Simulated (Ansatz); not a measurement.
# Core-electron binding energies in MgSe

Cell: a COD entry, ions relaxed with PBE at fixed cell, repeated to a supercell; a hole's nearest image is 7.7 Å away.

Space group Fm-3m (No. 225); a = 5.4510 Å.

```csv
site,Wyckoff,site symmetry,x,y,z
Mg1,4a,m-3m,0.0000,0.0000,0.0000
Se9,4b,m-3m,0.5000,0.5000,0.5000
```

One atom of each set is listed; the run and its k-mesh use a cell of 16 atoms with edges of 7.71, 7.71, 7.71 Å.

Method: Kohn–Sham DFT in Ansatz, PBE, plane waves and PAW, scalar-relativistic, 420 eV cutoff, Γ-centred 3×3×3 k-points, fixed occupations.

Each value is a total-energy difference between the cell with one core hole and the ground state (ΔSCF), counted from the top of the valence band. The valence electrons get no spin in the cell with the hole, so they can't polarise against the unpaired core electron; that puts absolute values high, by some tenths of an eV and in some cases by about 1 eV. The periodic images are corrected with the calculated ε∞ = 6.55.

Question: Give the Mg 1s, Se 3d lines of each distinct site.

Answer: 

| line | atom | first shell | E_B (eV) | j = l + ½ / j = l − ½ (eV) |
| --- | --- | --- | --- | --- |
| Mg 1s | 1 | 6 Se at 2.73 Å | 1301.8 | – |
| Se 3d | 9 | 6 Mg at 2.73 Å | 53.2 | 52.9 / 53.7 |

For p, d and f shells E_B is the weighted mean of the two lines, whose splitting comes from the free atom's Dirac orbitals.

The program doubts some values: the cell is too small to check the potential alignment. Absolute PBE values can be off by an eV or more. Multiplets, satellites and widths aren't calculated.
